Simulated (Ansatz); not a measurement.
Starting structure of a cell relaxation (symmetry kept):

```cif
data_structure
_symmetry_space_group_name_H-M 'R-3c:H'
_symmetry_Int_Tables_number 167
_cell_length_a 5.2223
_cell_length_b 5.2223
_cell_length_c 13.7934
_cell_angle_alpha 90.000
_cell_angle_beta 90.000
_cell_angle_gamma 120.000
_cell_volume 325.78
loop_
_atom_site_label
_atom_site_type_symbol
_atom_site_symmetry_multiplicity
_atom_site_Wyckoff_symbol
_atom_site_fract_x
_atom_site_fract_y
_atom_site_fract_z
_atom_site_occupancy
Li1 Li 6 a 0.33333 0.66667 0.41667 1
Nb1 Nb 6 b 0.00000 0.00000 0.50000 1
O1 O 18 e 0.38030 0.00000 0.25000 1
```

The calculation used DFT PBE, scalar-relativistic, plane waves, PAW in Ansatz 0.2.0.

Settings: cutoff 420 eV, Γ-centred mesh 6×6×6 on the computed 10-atom cell, Gaussian smearing of 0.02 eV; no spin polarisation.

Task: What does it relax to?

Result: The volume is unchanged to within 0.01 Å³/atom to 10.86 Å³/atom, and the energy changes by under 0.1 meV/atom. Final structure:
```
CELL_PARAMETERS angstrom
2.61117 1.50756 4.59778
-2.61117 1.50756 4.59778
0.00000 -3.01512 4.59778
ATOMIC_POSITIONS crystal
Li 0.25000 0.25000 0.25000
Li 0.75000 0.75000 0.75000
Nb 0.00000 0.00000 0.00000
Nb 0.50000 0.50000 0.50000
O 0.13030 0.36970 0.75000
O 0.75000 0.13030 0.36970
O 0.36970 0.75000 0.13030
O 0.25000 0.86970 0.63030
O 0.86970 0.63030 0.25000
O 0.63030 0.25000 0.86970
```

This form isn't the usual stable structure of the compound.

Cost: 1 run of about 0.58 core-minutes, on Arm Neoverse N1 (shared hosts).